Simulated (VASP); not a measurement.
CsPbBr3, 5 atoms in the cell. The structure is cubic, space group Pm-3m (No. 221). Conventional cell: a = 5.870 Å, b = 5.870 Å, c = 5.870 Å, α = 90.00°, β = 90.00°, γ = 90.00°. Around Pb (site symmetry m-3m) lie 6 Br at 2.94 Å. Cs (site symmetry m-3m) is surrounded by 12 Br at 4.15 Å. Br (site symmetry 4/mmm) has 2 Pb at 2.94 Å as nearest neighbours. Measurements of this composition are mostly on another form, of space group No. 62.

```yaml
Program: VASP 6.6.1
Task: relaxation of cell and atoms
Functional: r2SCAN
Potentials_or_basis: VASP PAW PBE potentials, release 64 (Pb_d, Cs_sv, Br)
Cutoff: 600 eV
k_mesh: 4 × 4 × 4
Occupations: gaussian, width 0.02 eV
Spin: no spin polarisation
Ladder: gaps
Further_INCAR_settings: ALGO = Normal; EDIFF = 1e-06; IBRION = 2; EDIFFG = -0.02; NSW = 40; ISIF = 3
```

Potentials or basis: VASP PAW PBE potentials, release 64 (Pb_d, Cs_sv, Br).

The run is started by

```sh
$ cat potpaw_PBE.64/Pb_d/POTCAR potpaw_PBE.64/Cs_sv/POTCAR potpaw_PBE.64/Br/POTCAR > POTCAR
$ mpirun -np 2 vasp_std > vasp.out
```

Hardware: 2 MPI ranks on Intel(R) Xeon(R) 6975P-C (Granite Rapids), on a shared host.

How long does it take, and how much memory?

Run time: 3.6 min on 2 MPI ranks on Intel(R) Xeon(R) 6975P-C (Granite Rapids), with other jobs on the host, peak memory 0.4 GiB a rank. Counts: scf iterations 43, k points 10, ion steps 3.
